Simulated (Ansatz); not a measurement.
In KBr (rock salt type) the K atom of the primitive cell, with all its periodic images, is moved by 0.06 Å along [111].

```
CELL_PARAMETERS angstrom
0.00000 3.35000 3.35000
3.35000 0.00000 3.35000
3.35000 3.35000 0.00000
ATOMIC_POSITIONS crystal
K 0.00517 0.00517 0.00517
Br 0.50000 0.50000 0.50000
```

These are results of PBE0, plane waves, PAW datasets (generated soft set 1) (Ansatz), not measurements.

Cutoff 420 eV; exchange singularity: truncated; k-mesh 4×4×4 Γ-centred; Fermi–Dirac smearing of 0.05 eV; no spin polarisation.

**Question.** What force results?

**Answer.** The force on it along the displacement is -0.0585 eV/Å, a force constant of 0.98 eV/Å².

| atom | Fx (eV/Å) | Fy (eV/Å) | Fz (eV/Å) |
| --- | --- | --- | --- |
| K1 | -0.0338 | -0.0338 | -0.0338 |
| Br2 | 0.0337 | 0.0337 | 0.0337 |
